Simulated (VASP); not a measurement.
A run of VASP 6.6.1 is set up as follows.

Contents of INCAR:

```
SYSTEM = CsBr
ALGO = Fast
EDIFF = 1E-7
ENCUT = 520
GGA = PE
ISIF = 2
ISMEAR = 0
LASPH = .TRUE.
LCHARG = .FALSE.
LREAL = .FALSE.
LWAVE = .FALSE.
NBANDS = 15
NELM = 100
PREC = Accurate
SIGMA = 0.05
```

Contents of KPOINTS:

```
k-points
0
G
  6 6 6
  0 0 0
```

The input POSCAR:

```
CsBr
1.0
    4.2860000000      0.0000000000      0.0000000000
    0.0000000000      4.2860000000      0.0000000000
    0.0000000000      0.0000000000      4.2860000000
Cs Br
1 1
Direct
    0.0000000000      0.0000000000      0.0000000000
    0.5000000000      0.5000000000      0.5000000000
```

Potentials or basis: VASP PAW PBE potentials, release 64 (Cs_sv, Br).

Command:

```console
$ cat potpaw_PBE.64/Cs_sv/POTCAR potpaw_PBE.64/Br/POTCAR > POTCAR
$ mpirun -np 1 vasp_std > vasp.out
```

Estimate the band gap on the k mesh.

4.52 eV, direct.

What does it give for the pressure?

1.1 GPa.

Caveat: spin-orbit coupling is left out, which moves the levels of the heavy elements.
